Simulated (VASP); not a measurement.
KCl (Sylvite):

```xyz
2
Lattice="0.0000 3.1465 3.1465 3.1465 0.0000 3.1465 3.1465 3.1465 0.0000" Properties=species:S:1:pos:R:3 pbc="T T T"
K     0.0000    0.0000    0.0000
Cl    3.1465    3.1465    3.1465
```

```yaml
Program: VASP 6.6.1
Task: relaxation of cell and atoms
Functional: PBE
Potentials_or_basis: VASP PAW PBE potentials, release 64 (K_pv, Cl)
Cutoff: 300 eV
k_mesh: 4 × 4 × 4
Occupations: gaussian, width 0.03 eV
Spin: no spin polarisation
```

At the start: pressure 1.0 GPa; volume 31.15 Å³/atom.

Where does the relaxation end?

Over 3 steps the energy falls by 4.1 meV/atom and the volume is 32.64 Å³/atom (+4.8 %); space group Fm-3m (No. 225, to 0.05 Å).

Step by step:
```
step  energy change (eV)  largest force (eV/Å)  pressure (GPa)  volume (Å³)
   1              0.0000                0.0000            0.96        62.30
   2             -0.0070                0.0000            0.36        64.01
   3             -0.0083                0.0000           -0.03        65.28
```

Final structure:
```
CELL_PARAMETERS angstrom
0.00000 3.19585 3.19585
3.19585 0.00000 3.19585
3.19585 3.19585 0.00000
ATOMIC_POSITIONS crystal
K 0.00000 0.00000 0.00000
Cl 0.50000 0.50000 0.50000
```

Caveat: the k mesh is coarse (spacing up to 0.43 Å⁻¹), so the values aren't converged; the cutoff is under 1.25 times the usual one of these potentials, so pressure, stress and relaxed cells hold a basis-set (Pulay) error.
